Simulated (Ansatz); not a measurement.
PbO2:

```
Pb O
1.0
     0.00000    2.70199    2.70199
     2.70199    0.00000    2.70199
     2.70199    2.70199    0.00000
Pb O
1 2
Direct
  0.00000 0.00000 0.00000
  0.75000 0.75000 0.75000
  0.25000 0.25000 0.25000
```

The cell comes from a database or a generator and needn't be the stable form of this composition.

| Property | Result |
| --- | --- |
| Program | Ansatz 0.2.0 |
| Task | relaxation of cell and atoms |
| Functional | LDA |
| Potentials or basis | Ansatz PAW |
| Cutoff | 420 eV (not typed: the program's choice for these potentials) |
| k mesh | 9 × 9 × 9 |
| Occupations | fermi-dirac, width 0.05 eV |
| Spin | no spin polarisation |

At the start: volume 13.15 Å³/atom.

Where does the relaxation end?

It ends after 7 steps and the volume is 12.26 Å³/atom (-6.8 %); space group Fm-3m (No. 225, to 0.05 Å).

Step by step:
| step | energy change (eV) | largest force (eV/Å) | volume (Å³) |
| --- | --- | --- | --- |
| 1 | 0.0000 | 0.0000 | 39.45 |
| 2 | -0.0948 | 0.0000 | 36.06 |
| 3 | -0.0994 | 0.0000 | 36.96 |
| 4 | -0.1000 | 0.0000 | 36.87 |
| 5 | -0.0896 | 0.0000 | 36.87 |
| 6 | -0.0903 | 0.0000 | 36.77 |
| 7 | -0.0900 | 0.0000 | 36.77 |

Final structure:
```yaml
crystal:
  lattice:
    - [0.00000, 2.63935, 2.63935]
    - [2.63935, 0.00000, 2.63935]
    - [2.63935, 2.63935, 0.00000]
  atoms:
    - { symbol: Pb, position: [0.00000, 0.00000, 0.00000] }
    - { symbol: O, position: [0.75000, 0.75000, 0.75000] }
    - { symbol: O, position: [0.25000, 0.25000, 0.25000] }
```

Caveat: the plane-wave basis is chosen anew once the cell has moved, so the energies of steps on either side of that aren't comparable; the pressure holds a Pulay correction of +0.9 GPa for the finite cutoff; the PAW data sets come from PBE, with cores solved anew for the run's functional, which leaves a small shift of forces and pressure.
